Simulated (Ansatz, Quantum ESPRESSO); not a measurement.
Given: the input of a run of Quantum ESPRESSO 7.5 on SiNi3. Atoms were shifted at random by some hundredths of an Å from the given cell, which wasn't relaxed again for these runs. 

The input pw.in:

```
&CONTROL
  calculation = 'scf'
  prefix = 'pwscf'
  outdir = './tmp'
  pseudo_dir = './pseudo'
  tprnfor = .true.
  tstress = .true.
  disk_io = 'nowf'
/
&SYSTEM
  ibrav = 0
  nat = 4
  ntyp = 2
  ecutwfc = 45
  ecutrho = 360
  nbnd = 42
  occupations = 'smearing'
  smearing = 'fd'
  degauss = 0.00367493
  nspin = 2
  starting_magnetization(1) = 0.0556
  starting_magnetization(2) = 0
/
&ELECTRONS
  conv_thr = 8d-10
  electron_maxstep = 120
  mixing_beta = 0.3
/
ATOMIC_SPECIES
Ni    58.6934 ni_pbesol_v1.4.uspp.F.UPF
Si    28.0850 si_pbesol_v1.uspp.F.UPF
CELL_PARAMETERS angstrom
   3.5420000000    0.0000000000    0.0000000000
   0.0000000000    3.5420000000    0.0000000000
   0.0000000000    0.0000000000    3.5420000000
ATOMIC_POSITIONS crystal
Ni     0.4886370000    0.4838270000   -0.0015600000
Ni     0.4930390000   -0.0013100000    0.5054280000
Ni     0.0105450000    0.4973570000    0.4884480000
Si    -0.0037180000    0.0064040000    0.0020140000
K_POINTS automatic
8 8 8 0 0 0
```

Potentials or basis: GBRV 1.5 PBEsol.

Launch:

```sh
$ OMP_NUM_THREADS=1 mpirun -n 2 pw.x -nk 2 -in pw.in > pw.out
```

Problem. What does the same run look like in Ansatz 0.2.0? Potentials or basis there: all-electron LAPW, scalar-relativistic.

Solution. As run (cutoffs and basis follow the program's own potentials, and thresholds, step limits or extra output files can differ):

Contents of input.yaml:

```yaml
crystal:
  lattice:
    - [3.542, 0.0, 0.0]
    - [0.0, 3.542, 0.0]
    - [0.0, 0.0, 3.542]
  atoms:
    - { symbol: Ni, position: [0.488637, 0.483827, -0.00156], spin: 1.0 }
    - { symbol: Ni, position: [0.493039, -0.00131, 0.505428], spin: 1.0 }
    - { symbol: Ni, position: [0.010545, 0.497357, 0.488448], spin: 1.0 }
    - { symbol: Si, position: [-0.003718, 0.006404, 0.002014] }
kpoints:
  mp_grid: { grid: [8, 8, 8] }
scf:
  occupations: { method: fermi_dirac, width: 0.05 }
hamiltonian:
  xc: pbesol
  pseudopotentials: { kind: all_electron, lapw: { basis_error: 0.001 } }
magnetization:
  spin_polarized: true
output:
  forces: true
  stress: true
  eigenvalues: true
  populations: true
```

Potentials or basis: all-electron LAPW, scalar-relativistic.

Command:

```console
$ ansatz run input.yaml --threads 4 --pin off --max-ram 12288MiB --backend cpu --events-out ev --progress --plain --runs-dir out
```

Both were run:

|  | Quantum ESPRESSO | Ansatz |
| --- | --- | --- |
| Pressure | -13.4 GPa | -13.4 GPa |
| Largest force | 0.806 eV/Å | 0.803 eV/Å |
| Net moment | 0.00 μB per cell | 0.00 μB per cell |
| Absolute moment | 0.00 μB per cell | 0.00 μB per cell |

Where Ansatz's input types no cutoff or centring, it takes its own default and a Γ-centred mesh.

The magnetic state is the one that the start led to; the real crystal's order can differ.

The cell lies far from this level's equilibrium.

Pressure is positive in compression.
